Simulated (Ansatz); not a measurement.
Runs of Ansatz 0.2.0 on Te2Mo. Symmetry: P2_1/m, No. 11, monoclinic system. The conventional cell has a = 6.330 Å, b = 3.469 Å, c = 13.860 Å, α = 90.00°, β = 93.92°, γ = 90.00°. Te (site symmetry m) is surrounded by 3 Mo at 2.79 to 2.81 Å. Te (site symmetry m) is surrounded by 3 Mo at 2.70 Å. Te (site symmetry m) is surrounded by 3 Mo at 2.79 to 2.82 Å. Around Te (site symmetry m) lie 3 Mo at 2.70 to 2.71 Å. Around Mo (site symmetry m) lie 6 Te at 2.70 to 2.82 Å and 2 Mo at 2.89 Å. Mo (site symmetry m) is surrounded by 6 Te at 2.70 to 2.81 Å and 2 Mo at 2.90 Å. 

```tsv
task	level	cell	points for each segment of the path	gap on the mesh (eV)	pressure (GPa)	relaxed volume (Å³/atom)	largest force (eV/Å)
relaxation of cell and atoms	revPBE+D3(BJ)	relaxed	-	-	0.0	23.37	-
relaxation of cell and atoms	revPBE+D4	relaxed	-	-	0.0	(b)	-
relaxation of cell and atoms	LDA	relaxed	-	-	0.0	24.02	-
band structure	PBEsol	as given	10	none	(a)	-	0.23
band structure	LDA	as given	10	none	-3.3	-	0.41
```

Alike in all rows: potentials or basis Ansatz PAW; no spin polarisation; k mesh 4 × 8 × 2; cutoff (eV) 420; smearing fermi-dirac 0.05 eV.

**Question.** Fill in the values left out.

**Answer.** (a) -1.4; (b) 23.91.

Caveats: the PAW data sets come from PBE, with cores solved anew for the run's functional, which leaves a small shift of forces and pressure; the plane-wave basis is chosen anew once the cell has moved, so the energies of steps on either side of that aren't comparable (some runs); spin-orbit coupling is left out, which moves the levels of the heavy elements (some runs).

A k mesh can miss the band edges, and the runs leave out spin-orbit coupling on Mo, Te.

A gap of «none» marks a metal or a gap under the smearing width.

Runs at the PBE level aren't shown here.
